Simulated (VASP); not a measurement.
# BiTe (R-3m) in VASP: single point with r2SCAN

Aim: the single point of BiTe with r2SCAN.

Program: VASP 6.6.1. These are calculated values, not measurements. Logs are shortened: lines on timing, memory, paths and dates and some standing lists are left out, and cuts for length are marked.

**1. The structure**

It takes space group R-3m (No. 166, trigonal). Conventional cell: a = 4.845 Å, b = 4.845 Å, c = 9.952 Å, α = 90.00°, β = 90.00°, γ = 120.00°. Bi (site symmetry -3m) has 6 Te at 3.25 Å as nearest neighbours. Te (site symmetry -3m) has 6 Bi at 3.25 Å as nearest neighbours.

The cell comes from a database or a generator and needn't be the stable form of this composition.

**2. Single point, r2SCAN**

Contents of POSCAR:

```
BiTe
1.0
    2.4227077728      1.3987509848      3.3172919545
   -2.4227077728      1.3987509848      3.3172919545
    0.0000000000     -2.7975019696      3.3172919545
Bi Te
1 1
Direct
    0.5000000000      0.5000000000      0.5000000000
    0.0000000000      0.0000000000      0.0000000000
```

Contents of INCAR.step1:

```
PREC = Accurate
ENCUT = 520
ISMEAR = 0
SIGMA = 0.15
LREAL = False
LASPH = True
NELM = 100
NBANDS = 18
GGA = PE
ALGO = Normal
EDIFF = 1E-4
LWAVE = True
LCHARG = False
```

Contents of INCAR.step2:

```
PREC = Accurate
ENCUT = 520
EDIFF = 1E-7
ISMEAR = 0
SIGMA = 0.15
LREAL = False
LASPH = True
NELM = 100
ALGO = Normal
ISIF = 2
LWAVE = False
LCHARG = False
METAGGA = R2SCAN
LMIXTAU = True
NBANDS = 18
ISTART = 1
```

Contents of KPOINTS:

```
Automatic mesh
0
Gamma
  12 12 12
```

Potentials or basis: VASP PAW PBE potentials, release 64 (Bi_d, Te).

Command:

```sh
$ cat potpaw_PBE.64/Bi_d/POTCAR potpaw_PBE.64/Te/POTCAR > POTCAR
$ cp INCAR.step1 INCAR
$ mpirun -np 1 vasp_std > vasp.out
$ cp INCAR.step2 INCAR
$ mpirun -np 1 vasp_std > vasp.out
```

OUTCAR:

```text
PREC = Accurate
   ENCUT = 520
   EDIFF = 1E-7
   ISMEAR = 0
   LREAL = False
   LASPH = True
   NELM = 100
   ISIF = 2
   METAGGA = R2SCAN
   ISTART = 1

 ion  position               nearest neighbor table
   1  0.500  0.500  0.500-   2 3.25   2 3.25   2 3.25   2 3.25   2 3.25   2 3.25
   2  0.000  0.000  0.000-   1 3.25   1 3.25   1 3.25   1 3.25   1 3.25   1 3.25

  LATTYP: Found a trigonal (rhomboedric) cell.
 ALAT       =     4.3394058558
 COS(alpha) =     0.3765932224

  Lattice vectors:

 A1 = (   2.4227077728,   1.3987509848,   3.3172919545)
 A2 = (  -2.4227077728,   1.3987509848,   3.3172919545)
 A3 = (   0.0000000000,  -2.7975019696,   3.3172919545)

Analysis of symmetry for initial positions (statically):
=====================================================================
 Subroutine PRICEL returns:
 Original cell was already a primitive cell.

 Routine SETGRP: Setting up the symmetry group for a
 trigonal (rhombohedral) supercell.

 Subroutine GETGRP returns: Found 12 space group operations
 (whereof 12 operations were pure point group operations)
 out of a pool of 12 trial point group operations.

The static configuration has the point symmetry D_3d.

Analysis of symmetry for dynamics (positions and initial velocities):
=====================================================================
 Subroutine PRICEL returns:
 Original cell was already a primitive cell.

 Routine SETGRP: Setting up the symmetry group for a
 trigonal (rhombohedral) supercell.

 Subroutine GETGRP returns: Found 12 space group operations
 (whereof 12 operations were pure point group operations)
 out of a pool of 12 trial point group operations.

The dynamic configuration has the point symmetry D_3d.

 Subroutine INISYM returns: Found 12 space group operations
 (whereof 12 operations are pure point group operations),
 and found     1 'primitive' translations

----------------------------------------------------------------------------------------

                                     Primitive cell

  volume of cell :      67.4491

  direct lattice vectors                    reciprocal lattice vectors
     2.422707773  1.398750985  3.317291954     0.206380648  0.119153923  0.100483568
    -2.422707773  1.398750985  3.317291954    -0.206380648  0.119153923  0.100483568
     0.000000000 -2.797501970  3.317291954     0.000000000 -0.238307845  0.100483568

  length of vectors
     4.339405856  4.339405856  4.339405856     0.258626326  0.258626326  0.258626326

  position of ions in fractional coordinates (direct lattice)
     0.500000000  0.500000000  0.500000000
     0.000000000  0.000000000  0.000000000

  ion indices of the primitive-cell ions
   primitive index   ion index
                 1           1
                 2           2

----------------------------------------------------------------------------------------

 KPOINTS: Automatic mesh

Automatic generation of k-mesh.
 Grid dimensions read from file:
 generate k-points for:   12   12   12

 Generating k-lattice:

  Cartesian coordinates                     Fractional coordinates (reciprocal lattice)
     0.017198387  0.009929494  0.008373631     0.083333333 -0.000000000  0.000000000
    -0.017198387  0.009929494  0.008373631    -0.000000000  0.083333333  0.000000000
     0.000000000 -0.019858987  0.008373631     0.000000000  0.000000000  0.083333333

  Length of vectors
     0.021552194  0.021552194  0.021552194

  Shift w.r.t. Gamma in fractional coordinates (k-lattice)
     0.000000000  0.000000000  0.000000000

 Subroutine IBZKPT returns following result:
 ===========================================

 Found    189 irreducible k-points:

 Following reciprocal coordinates:
            Coordinates               Weight
  0.000000  0.000000  0.000000      1.000000
  0.083333 -0.000000  0.000000      6.000000
  0.166667 -0.000000  0.000000      6.000000
  0.250000 -0.000000  0.000000      6.000000
  0.333333 -0.000000  0.000000      6.000000
  0.416667 -0.000000  0.000000      6.000000
[... 16 lines left out ...]
  0.500000  0.166667 -0.000000     12.000000
 -0.416667  0.166667 -0.000000     12.000000
 [... further k-points ...]
   k-points           NKPTS =    189   k-points in BZ     NKDIM =    189   number of bands    NBANDS=     18
   number of dos      NEDOS =    301   number of ions     NIONS =      2
   total plane-waves  NPLWV =  32768
   dimension x,y,z NGX =    32 NGY =   32 NGZ =   32
   dimension x,y,z NGXF=    64 NGYF=   64 NGZF=   64
   ions per type =               1   1
   NGX,Y,Z   is equivalent  to a cutoff of  12.26, 12.26, 12.26 a.u.
   NGXF,Y,Z  is equivalent  to a cutoff of  24.52, 24.52, 24.52 a.u.
 SYSTEM =  unknown system
   PREC   = accura    normal or accurate (medium, high low for compatibility)
   ISTART =      1    job   : 0-new  1-cont  2-samecut
   ICHARG =      0    charge: 1-file 2-atom 10-const
   ISPIN  =      1    spin polarized calculation?
   LNONCOLLINEAR =      F non collinear calculations
   LSORBIT =      F    spin-orbit coupling
   LASPH  =      T    aspherical Exc in radial PAW
   ENCUT  =  520.0 eV  38.22 Ry    6.18 a.u.   8.07  8.07  8.07*2*pi/ulx,y,z
   NELM   =    100;   NELMIN=  2; NELMDL=  0     # of ELM steps
   EDIFF  = 0.1E-06   stopping-criterion for ELM
   LREAL  =      F    real-space projection
   EDIFFG = 0.1E-05   stopping-criterion for IOM
   NSW    =      0    number of steps for IOM
   IBRION =     -1    ionic relax: 0-MD 1-quasi-New 2-CG
   NFREE  =      0    steps in history (QN), initial steepest desc. (CG)
   ISIF   =      2    stress and relaxation
   ISYM   =      2    0-nonsym 1-usesym 2-fastsym
   POTIM  = 0.5000    time-step for ionic-motion
   TEBEG  =    0.0;   TEEND  =   0.0 temperature during run
   PSTRESS=    0.0 pullay stress
   NELECT =      21.0000    total number of electrons
   NUPDOWN=      -1.0000    fix difference up-down
   EMIN   =  10.00;   EMAX   =-10.00  energy-range for DOS
   EFERMI =   0.00;   METHOD = LEGACY
   ISMEAR =     0;   SIGMA  =   0.15  broadening in eV -4-tet -1-fermi 0-gaus
   EFERMI_NEDOS =   21; number of points for ismear=-14 and -15
   IALGO  =     38    algorithm
   IMIX   =      4    mixing-type and parameters
     AMIX     =   0.40;   BMIX     =  1.00
     AMIX_MAG =   1.60;   BMIX_MAG =  1.00
  volume/ion in A,a.u.               =      33.72       227.58
  Fermi-wavevector in a.u.,A,eV,Ry     =   1.109573  2.096789 16.750837  1.231152
  Thomas-Fermi vector in A             =   2.246114
   LORBIT       =      0    0 simple, 1 ext, 2 COOP (PROOUT), +10 PAW based schemes
   METAGGA = R2SCAN    functional components
   LHFCALC =     F    Hartree Fock is set to
   AEXX    =    0.0000 exact exchange contribution
   IVDW    =     0    specifies the selected vdW correction
   LEPSILON=     F    determine dielectric tensor
   LRPA    =     F    only Hartree local field effects (RPA)
 non-spin polarized calculation
 Gauss-broadening in eV      SIGMA  =   0.15
  energy-cutoff  :      520.00
  volume of cell :       67.45
 maximum number of plane-waves:      1832
   NGX = 17   NGY = 17   NGZ = 17

 number of electron      20.9999996 magnetization

 Free energy of the ion-electron system (eV)
  ---------------------------------------------------
  ext. energy  EPLUGINS =         0.00000000
  ---------------------------------------------------
  free energy    TOTEN  =       -84.04097155 eV

  energy without entropy =      -84.02674428  energy(sigma->0) =      -84.03385791

 E-fermi :   6.6223     XC(G=0): -10.0371

 val. band max:        6.6199420146   @ k =  -0.4167   0.3333   0.3333
 cond. band min:       6.6224373619   @ k =  -0.0833   0.1667   0.0833
 fundamental gap:      0.0024953473
 Fermi energy:         6.6222560355

 k-point     1 :       0.0000    0.0000    0.0000
  band No.  band energies     occupation
      1     -17.3741      2.00000
      2     -17.3741      2.00000
      3     -17.3577      2.00000
      4     -17.3577      2.00000
      5     -17.3394      2.00000
      6      -7.4918      2.00000
[... 10 lines left out ...]
     17      13.6896      0.00000
     18      13.8210      0.00000

 k-point     2 :       0.0833   -0.0000    0.0000
  band No.  band energies     occupation
      1     -17.3741      2.00000
      2     -17.3740      2.00000
      3     -17.3581      2.00000
      4     -17.3572      2.00000
      5     -17.3393      2.00000
      6      -7.4292      2.00000
[... 10 lines left out ...]
     17      13.9388      0.00000
     18      14.1149      0.00000

 k-point     3 :       0.1667   -0.0000    0.0000
  band No.  band energies     occupation
      1     -17.3741      2.00000
      2     -17.3737      2.00000
      3     -17.3592      2.00000
      4     -17.3557      2.00000
      5     -17.3388      2.00000
      6      -7.2422      2.00000
[... 10 lines left out ...]
     17      14.7112      0.00000
     18      15.0206      0.00000

 k-point     4 :       0.2500   -0.0000    0.0000
  band No.  band energies     occupation
      1     -17.3743      2.00000
      2     -17.3734      2.00000
      3     -17.3605      2.00000
      4     -17.3539      2.00000
      5     -17.3379      2.00000
      6      -6.9339      2.00000
[... 375 lines left out ...]
      4     -17.3493      2.00000
      5     -17.3361      2.00000
      6      -6.1378      2.00000
[... 10 lines left out ...]
     17      16.4895      0.00000
     18      16.9271      0.00000

 k-point    23 :       0.5000    0.1667   -0.0000
  band No.  band energies     occupation
      1     -17.3767      2.00000
      2     -17.3735      2.00000
      3     -17.3610      2.00000
      4     -17.3493      2.00000
      5     -17.3355      2.00000
      6      -5.6231      2.00000
[... 10 lines left out ...]
     17      16.9820      0.00000
     18      17.7732      0.00000

 k-point    24 :      -0.4167    0.1667   -0.0000
  band No.  band energies     occupation
      1     -17.3756      2.00000
      2     -17.3741      2.00000
      3     -17.3608      2.00000
      4     -17.3501      2.00000
      5     -17.3357      2.00000
      6      -5.4703      2.00000
[... 10 lines left out ...]
     17      16.2322      0.00000
     18      16.8874      0.00000

 [... further k-points ...]

------------------------ aborting loop because EDIFF is reached ----------------------------------------

  FORCE on cell =-STRESS in cart. coord.  units (eV):
  Direction    XX          YY          ZZ          XY          YZ          ZX
  --------------------------------------------------------------------------------------
  -------------------------------------------------------------------------------------
  Total       -0.3770202     -0.3770202     -0.2712033      0.0000000      0.0000000      0.0000000
  in kB       -8.9556852     -8.9556852     -6.4421265      0.0000000      0.0000000      0.0000000
  external PRESSURE =      -8.1178323 kB  Pullay stress =       0.0000000 kB

 VOLUME and BASIS-vectors are now :
 -----------------------------------------------------------------------------
  energy-cutoff  :      520.00
  volume of cell :       67.45
      direct lattice vectors                 reciprocal lattice vectors
     2.422707773  1.398750985  3.317291954     0.206380648  0.119153923  0.100483568
    -2.422707773  1.398750985  3.317291954    -0.206380648  0.119153923  0.100483568
     0.000000000 -2.797501970  3.317291954     0.000000000 -0.238307845  0.100483568

 POSITION                                       TOTAL-FORCE (eV/Angst)
 -----------------------------------------------------------------------------------
      0.00000      0.00000      4.97594         0.000000     -0.000000     -0.000000
      0.00000      0.00000      0.00000        -0.000000      0.000000      0.000000
 -----------------------------------------------------------------------------------
    total drift:                               -0.000000      0.000000     -0.000000

  FREE ENERGIE OF THE ION-ELECTRON SYSTEM (eV)
  ---------------------------------------------------
  free  energy   TOTEN  =       -84.0409715496 eV

  energy  without entropy=      -84.0267442801  energy(sigma->0) =      -84.03385791
```

Wall time 3.5 min (1 thread of Intel Xeon 6975P-C (Granite Rapids), shared host); peak memory 0.36 GiB.

Results:

* Free energy: -84.0410 eV
* Pressure: -0.8 GPa
* Band gap on the k mesh: none (metal or under the smearing width)

Levels at points of the mesh, in eV from the Fermi level:
| k point | band 8 | band 9 | band 10 | band 11 | band 12 | band 13 |
| --- | --- | --- | --- | --- | --- | --- |
| (0.00, 0.00, 0.00) | -3.18 | -3.18 | -1.84 | 1.89 | 2.64 | 2.64 |
| (0.50, 0.00, 0.00) | -2.06 | -1.96 | -1.13 | -0.91 | -0.66 | 0.33 |
| (0.50, 0.50, 0.00) | -5.91 | -4.78 | -3.57 | 2.71 | 3.18 | 3.79 |
| (0.50, 0.50, 0.50) | -2.56 | -2.56 | -2.34 | -1.53 | -1.34 | -1.34 |

Caveat: the PAW data sets were made with another functional, which shifts forces and pressure a little; spin-orbit coupling is left out, which moves the levels of the heavy elements.
